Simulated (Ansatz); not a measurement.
## Sn: pressure against volume

Sn, I4/mmm, a = 3.535 Å, c = 4.356 Å. This isn't the element's structure at ambient conditions. Ansatz: r2SCAN, PAW, 500 eV, Γ-centred 16×16×16 mesh on 1 atom, Gaussian smearing 0.10 eV; no spin polarisation. Shape and atoms are relaxed at each volume; pressure is positive in compression.

| V (Å³/atom) | P (GPa) |
| --- | --- |
| 25.580 | 3.58 |
| 26.397 | 1.65 |
| 27.213 | -0.01 |
| 28.029 | ? |
| 28.846 | -2.59 |

Task: Take V0 = 27.213 Å³/atom, count pressures from its P0 = -0.01 GPa, fit the third-order Birch–Murnaghan form to the other rows, and predict the missing pressure.

Result: With the Eulerian strain f = ½[(V0/V)^(2/3) − 1] and y = (P − P0)/[3f(1 + 2f)^(5/2)], the form is the line y = B0 + 1.5 B0 (B0′ − 4) f. Rows (f, y): 0.02106, 51.3; 0.01025, 51.3; -0.01905, 49.7. Means f = 0.004087, y = 50.767; Σ(Δf)² = 0.0008614, ΣΔfΔy = 0.03702; the slope is their ratio. y = 50.59 + 42.98 f GPa, so B0 = 50.6 GPa and B0′ = 4 + 2 × (42.98)/(3 × 50.59) = 4.57. At V = 28.029, f = -0.00975, y = 50.17 and P = -1.41 GPa. The run gave -1.40 GPa, so the fit is 0.01 GPa too low, within the rms miss on the fitted rows (0.01 GPa).